If a program's error in the total energy grows in proportion to the volume, it acts on the crystal as a constant extra pressure would. It moves the equilibrium volume but leaves the curvature of the energy at any given volume as it was. The bulk modulus then has to follow: it is the modulus of the correct crystal, squeezed or stretched to the new volume. For aluminium this means that a volume 1% too small should come with a modulus about 4.6% too high.

PBE calculations for fcc aluminium with the programs named (releases of 2025 and 2026, except for OpenMX and JDFTx, whose releases are several years older), without spin polarisation, on an 11×11×11 k mesh with Fermi-Dirac smearing of 0.05 eV. Volume, bulk modulus and its pressure derivative (slope) come from Birch-Murnaghan fits to seven volumes of the static lattice. Basis entries in eV are plane-wave cutoffs; Kmax is in 1/bohr. Pressures quoted in the text are derived from the energies and the fits, not from the stresses that some programs print, which at a fixed basis can lie below the slope of the energies.

| program | potentials | basis | equilibrium volume (Å³/atom) | bulk modulus (GPa) | bulk modulus slope |
| --- | --- | --- | --- | --- | --- |
| OpenMX | OpenMX 2013 PBE set | standard | 16.219 | 81.50 | 4.780 |
| Octopus | pseudodojo_pbe | default | 16.448 | 82.30 | 3.540 |
| ABACUS | PseudoDojo NC SR 0.4.1 PBE standard | 558 eV | 16.464 | 79.60 | 4.500 |
| JDFTx | PseudoDojo SR PBE 0.5 standard | 544 eV | 16.465 | 79.70 | 4.480 |
| ABINIT | JTH PAW PBE v2.0 | 544 eV | 16.493 | 79.50 | 4.470 |
| Quantum ESPRESSO | SSSP 1.3 efficiency PBE | 748 eV | 16.500 | 79.40 | 4.500 |
| ABINIT | JTH PAW PBE v2.0 | 408 eV | 16.504 | 78.90 | 4.440 |
| SIRIUS | all electron FP LAPW | apw+lo standard | 16.509 | 78.90 | 4.460 |
| Ansatz LAPW | all electron LAPW, scalar relativistic | 0.0005 eV/atom basis error | 16.511 | 78.80 | 4.410 |
| FLEUR | all electron | 4.1 Kmax | 16.514 | 78.80 | 4.440 |
| SIESTA | PseudoDojo 0.4 standard, converted to PSML | DZP | 16.540 | 83.20 | 4.800 |
| GPAW | GPAW PAW data sets (gpaw data 1.2.1) | 600 eV | 16.540 | 79.30 | 4.500 |

Most of these runs keep to that rule, some of them loosely. Three break it: OpenMX, SIESTA and Octopus. Only OpenMX stands out by its volume; the other two show themselves in the stiffness. A comparison of lattice constants alone would have let them pass.

## The curve that a harmless error follows

The reference is the mean of the three all-electron runs (SIRIUS, Ansatz LAPW and FLEUR), which treat the core electrons explicitly and agree within about 0.005 Å³ per atom. They share one k mesh and one smearing with all other rows. Their agreement therefore tests how each program represents the electrons, while the convergence of the mesh, to which aluminium is sensitive, stays untested.

Let $E(V)$ be the energy per atom at volume $V$, and let a run add an error $c + pV$ to it, with $c$ and $p$ constant. The bulk modulus is $B = V\,d^2E/dV^2$, and the second derivative removes both terms. What remains is the reference modulus at the shifted volume. If that modulus rises linearly with pressure, with the slope $B_0'$ (the bulk modulus slope of the table), integration gives

$$B(V) = B_0\left(\frac{V_0}{V}\right)^{B_0'},$$

where $V_0$ and $B_0$ are the reference volume and modulus.

ABACUS, which is no part of the reference, serves as an example. Its volume is 16.464 Å³ against 16.511 Å³, so the curve gives

$$78.8\ \text{GPa}\times\left(\frac{16.511}{16.464}\right)^{4.44} \approx 79.8\ \text{GPa}.$$

The run itself gives 79.6 GPa. The contraction alone thus accounts for its extra stiffness, and even overshoots it slightly: it is the ordinary stiffness of a slightly compressed crystal.

JDFTx uses the same family of potentials in another program and lands on almost the same volume and modulus. That points to the potentials as the source of the small contraction. The two cutoffs are also nearly equal, however, and are usual working values rather than converged limits, so a shared cutoff error may contribute. Freezing the core is not enough to cause the contraction, since ABINIT and Quantum ESPRESSO also treat only three electrons per atom and lie closer to the reference.

There is a good reason why such an error should look like a pressure. A pseudopotential differs from the potential it replaces only near the nucleus, and the density there changes gently as the cell is scaled. Over a volume range of ±6%, the part of the error that is linear in volume should therefore dominate. The energies of ABACUS agree: relative to the all-electron runs, it is pulled inward by 0.23 GPa in the compressed half of the range and by 0.22 GPa in the expanded half. GPAW follows the argument less well, as its outward push falls from 0.17 to 0.11 GPa.

Over the six plane-wave runs with pseudopotentials or PAW, the curve misses the modulus by 0.49 GPa (root mean square). Assuming one modulus for all of them misses by 0.62 GPa. The gain is modest mainly because of GPAW. Its larger volume calls for a modulus below the reference, but the run gives one above it, 1.1 GPa off the curve. For scale, a change of cutoff in ABINIT alone moves the modulus by 0.6 GPa. The analysis printed below lists every row.

## SIESTA: an error that grows under compression

SIESTA and GPAW give the same volume, 16.540 Å³, yet their moduli are 83.2 and 79.3 GPa. Equal volumes do not imply equal energy curves. SIESTA lies 5.0 GPa above the curve, so its error must itself be curved.

The comparison with ABACUS suggests where the curvature comes from. The two runs use closely related potentials, but SIESTA builds its electron states from a limited set of atom-centred orbitals, whereas ABACUS uses plane waves. The SIESTA energy is higher by 62.6 meV per atom at the smallest volume, 59.2 meV at the middle one and 57.9 meV at the largest.

An incomplete basis can produce this pattern. By the variational principle, a restricted set of orbitals can only raise the energy for a given potential. How this penalty changes with volume is not fixed in advance. Squeezing takes the electron states further from their atomic shape, but it also brings the orbitals of neighbouring atoms closer, and these can fill in what is missing. Here the penalty rises on compression, which pushes the crystal outward. Because it rises ever more steeply, it also resists compression and makes the crystal stiffer.

The size follows from the three energy differences. The penalty drops by 3.3 meV over the first 1 Å³ and by 1.4 meV over the next, so its slope changes by about 1.9 meV/Å³ per Å³. Multiplied by the volume of 16.5 Å³, this is an extra modulus of roughly 5 GPa. The estimate uses the same energies as the fitted modulus, so it locates the break but is no independent test. The direct test of the cause is a larger orbital set with the same potential.

## Octopus: a stiffness to treat with caution

Octopus has nearly the volume of the plane-wave runs with PseudoDojo potentials, and its own potentials come from that family. The contraction is therefore unremarkable. The modulus, however, lies 2.1 GPa above the curve, and the modulus slope of 3.54 is far below that of every other row.

Its energies scatter more about the fitted curve than those of the other runs. Carried through the fit as random noise, this scatter gives an uncertainty of about 0.7 in the slope and 0.7 GPa in the modulus. The slope differs from the reference by 0.9, so much of its oddity may be noise. The excess modulus is almost three times its uncertainty and is harder to dismiss, although an uncertainty drawn from seven points and four fitted constants is itself rough.

The likely cause is the real-space grid on which this program represents the electrons. Such a grid samples the sharp features near a nucleus imperfectly, and the error changes as the cell is scaled. That can produce both scatter and a false curvature. Repeating the seven energies on a finer grid would test this; until then, the slope should not be used to extrapolate to high pressure.

## OpenMX: a large break that half hides itself

The OpenMX volume is 1.8% too small. To squeeze the reference crystal that far would take 1.5 GPa. The curve then asks for a modulus of 85.3 GPa, but the run gives 81.5 GPa.

Judged by the modulus alone, OpenMX seems closer to the reference than SIESTA does. That closeness comes from two errors of opposite sign. The contraction stiffens the crystal, while the curvature of the energy error softens it. The inward pull falls from 1.5 GPa in the compressed half of the range to 1.2 GPa in the expanded half, and a pull that weakens as the crystal expands makes it easier to stretch.

The energies lie smoothly on their fitted curve, so this break is a systematic property of the setup. The potential or the orbital basis could produce it. So could the integration grid, whose number of points was held fixed while the cell was scaled, so that its error would also vary smoothly. The present runs do not separate these causes. A larger orbital set and a finer grid, each tried with the same potential, would: if the volume stays put in both tests, suspicion falls on the potential.

## What to do with this

Check a new setup by its volume and its modulus together. First take the volume shift from a trusted reference, then work out the modulus that this shift alone would bring. If the computed modulus agrees to within the effect of a usual change of cutoff, the error acts much like a small pressure. If it does not, check first that the energies lie smoothly on their fitted curve. If they do, the shape of that curve is wrong, and the basis or grid is the first thing to refine, because it can be tested without changing the potential.

Do not carry a relaxed cell from one setup to another without relaxing it again. The OpenMX cell, placed in an all-electron program, would start under about 1.5 GPa of compression. Elastic constants or defect energies computed there would belong to a squeezed crystal, although OpenMX had found its own energy minimum correctly.

Printed output of the fit:

```
Rows against the all-electron mean (positive pull contracts):
               row  volume shift A^3  modulus on curve GPa  computed less curve GPa  pull compressed half GPa  pull expanded half GPa
            OpenMX           -0.2923                 85.34                   -3.836                     1.491                   1.242
           Octopus          -0.06333                 80.19                    2.111                    0.2691                  0.4525
            ABACUS          -0.04733                 79.84                  -0.2439                    0.2337                  0.2177
             JDFTx          -0.04633                 79.82                  -0.1223                    0.2257                  0.2128
            ABINIT          -0.01833                 79.22                   0.2771                   0.07774                 0.09221
  Quantum ESPRESSO          -0.01133                 79.07                   0.3261                   0.04203                 0.05892
            ABINIT         -0.007333                 78.99                 -0.08886                   0.04074                 0.02627
            SIRIUS         -0.002333                 78.88                  0.01722                   0.01179                 0.01179
       Ansatz LAPW        -0.0003333                 78.84                 -0.04039                  0.005361               -0.001072
             FLEUR          0.002667                 78.78                  0.02313                  -0.01716                -0.01072
            SIESTA           0.02867                 78.23                    4.971                   -0.3018               -0.005897
              GPAW           0.02867                 78.23                    1.071                   -0.1699                 -0.1085
All-electron mean volume (A^3/atom): 16.51
All-electron mean bulk modulus (GPa): 78.83
All-electron mean modulus slope: 4.437
Rms miss of the curve on the six pseudised plane-wave rows (GPa): 0.4852
Rms miss of a constant modulus on the same six rows (GPa): 0.6227
OpenMX volume shift (percent): -1.771
Pressure that would squeeze the reference to the OpenMX volume (GPa): 1.466
SIESTA less ABACUS volume (A^3/atom): 0.076
SIESTA less ABACUS bulk modulus (GPa): 3.6
SIESTA less ABACUS energy at smallest volume (meV/atom): 62.57
SIESTA less ABACUS energy at middle volume (meV/atom): 59.24
SIESTA less ABACUS energy at largest volume (meV/atom): 57.85
Octopus modulus slope less all-electron mean: -0.8967
Octopus uncertainty of the slope from scatter: 0.6672
Octopus uncertainty of the modulus from scatter (GPa): 0.746
ABINIT volume change from 408 to 544 eV (A^3/atom): -0.011
ABINIT modulus change from 408 to 544 eV (GPa): 0.6
```
